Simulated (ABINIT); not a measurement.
A run of ABINIT 10.8.3 (patched build) is set up as follows.

run.abi

```
ndtset 7
getwfk -1
scalecart1 3*0.9795861087
scalecart2 3*0.9864848297
scalecart3 3*0.9932883884
scalecart4 3*1.0000000000
scalecart5 3*1.0066227096
scalecart6 3*1.0131594038
scalecart7 3*1.0196128224

pp_dirpath "./"
pseudos "Al.GGA_PBE-JTH.xml, N.GGA_PBE-JTH.xml"

acell 3*1.0 Angstrom
rprim
     0.0000000000     2.1839935596     2.1839935596
     2.1839935596     0.0000000000     2.1839935596
     2.1839935596     2.1839935596     0.0000000000
ntypat 2
znucl 13 7
natom 2
typat 1 2
xred
     0.0000000000     0.0000000000     0.0000000000
     0.2500000000     0.2500000000     0.2500000000

ecut 680.284656 eV
pawecutdg 47.0

kptopt 1
ngkpt 10 10 10
nshiftk 1
shiftk 0.0 0.0 0.0

ixc -106131
vdw_xc 6

nband 8
occopt 3
tsmear 0.05 eV

nstep 100
tolvrs 1.0e-9

iomode 3
prtwf 1
prtden 0
prteig 0
prtebands 0
```

Potentials or basis: JTH PAW PBE v2.0.

Run with:

```bash
$ abinit run.abi > log 2>&1
```

Estimate the bulk modulus.

203 GPa.

Predict the equilibrium volume.

10.53 Å³/atom.

Predict the pressure derivative of the bulk modulus.

4.1 (rough: it moves with the points fitted).

Energy against volume, from the lowest point:
```csv
volume (Å³/atom),energy (meV/atom)
9.792,36.35
10.001,17.78
10.209,5.94
10.417,0.16
10.626,0.00
10.834,4.82
11.042,14.04
```

Caveat: the cutoff is too short for stress, so the log's stress isn't used; pressures at fixed basis lie under the slope of the energies; the PAW data sets were made with another functional, which shifts forces and pressure a little.
